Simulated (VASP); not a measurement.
# Te2Mo in VASP: the effect of Hubbard term

The system is Te2Mo, a slab with vacuum.

```
Te Mo
1.0
     3.56138    0.00000    0.00000
    -1.78069    3.08425    0.00000
     0.00000    0.00000   38.99027
Te Mo
8 4
Cartesian
  0.0000 2.0562 12.7975
  0.0000 2.0562 37.1116
  1.7807 1.0281 5.4618
  1.7807 1.0281 29.7742
  1.7807 1.0281 1.8786
  1.7807 1.0281 26.1928
  0.0000 2.0562 9.2161
  0.0000 2.0562 33.5285
  1.7807 1.0281 11.0084
  1.7807 1.0281 35.3197
  0.0000 2.0562 3.6706
  0.0000 2.0562 27.9818
```

Alike in all runs:

```yaml
Program: VASP 6.6.1
Task: single point
Functional: PBEsol
Potentials_or_basis: VASP PAW PBE potentials, release 64 (Te, Mo_sv)
Cutoff: 520 eV
k_mesh: 7 × 7 × 1
Occupations: fermi-dirac, width 0.05 eV
Spin: no spin polarisation
Further_INCAR_settings: ALGO = Fast; EDIFF = 1e-06; NBANDS = 64
```

| Hubbard term | largest force (eV/Å) |
| --- | --- |
| none | ? |
| Mo d U = 2 eV | 0.05 |
| Mo d U = 3 eV | 0.06 |
| Mo d U = 4 eV | 0.12 |
| Mo d U = 5 eV | 0.18 |
| Mo d U = 6 eV | 0.23 |
| Mo d U = 8 eV | 0.35 |

**Question.** What does the run with Hubbard term none give?

**Answer.** Largest force 0.15 eV/Å.

Worked out: A parabola through the other rows of the largest force, of slope 0.0249 eV/Å per eV there, extrapolates to -0.02 eV/Å, against the run's 0.15.

Caveats: the PAW data sets were made with another functional, which shifts forces and pressure a little; the U is typed as a test and isn't derived for this compound (some runs).
